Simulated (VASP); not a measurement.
# Cu: relaxation of cell and atoms with r2SCAN

Crystal: Cu.

```
Cu
1.0
     0.00000    1.79143    1.79143
     1.79143    0.00000    1.79143
     1.79143    1.79143    0.00000
Cu
1
Direct
  0.00000 0.00000 0.00000
```

```
Program                : VASP 6.6.1
Task                   : relaxation of cell and atoms
Functional             : r2SCAN
Potentials or basis    : VASP PAW PBE potentials, release 64 (Cu)
Cutoff                 : 600 eV
k mesh                 : 18 × 18 × 18
Occupations            : methfessel-paxton, width 0.1 eV
Spin                   : no spin polarisation
Further INCAR settings : ALGO = Normal; EDIFF = 1e-07; IBRION = 2; EDIFFG = -0.005; NSW = 90; ISIF = 3
```

| Item | Value |
| --- | --- |
| Relaxed volume | 11.49 Å³/atom |
| Relaxed cell | a = 2.533 Å, b = 2.533 Å, c = 2.533 Å, α = 60.00°, β = 60.00°, γ = 60.00° |
| Space group after relaxing (to 0.05 Å) | Fm-3m (No. 225) |
| Energy gained by relaxing | 0.0 meV/atom |
| Ionic steps | 3 |
| Pressure after relaxing | 0.0 GPa |
| Band gap on the k mesh | none (metal or under the smearing width) |

Final structure:
```
CELL_PARAMETERS angstrom
0.00000 1.79103 1.79103
1.79103 0.00000 1.79103
1.79103 1.79103 0.00000
ATOMIC_POSITIONS crystal
Cu 0.00000 0.00000 0.00000
```

Levels at points of the mesh, in eV from the Fermi level:
```tsv
k point	band 2	band 3	band 4	band 5	band 6	band 7	band 8	band 9
(0.00, 0.00, 0.00)	-3.18	-3.18	-3.18	-2.33	-2.33	23.65	26.90	26.90
(0.50, 0.00, 0.00)	-3.23	-3.23	-1.71	-1.71	-1.09	4.16	22.14	23.63
(0.50, 0.50, 0.00)	-4.69	-1.75	-1.55	-1.55	1.61	7.67	14.03	14.03
```

Wall time 3.5 min on 2 MPI ranks on AMD EPYC 7R43 64-Core Processor (Zen 3), with other jobs on the host, peak memory 0.11 GiB a rank.

Caveat: the PAW data sets were made with another functional, which shifts forces and pressure a little.
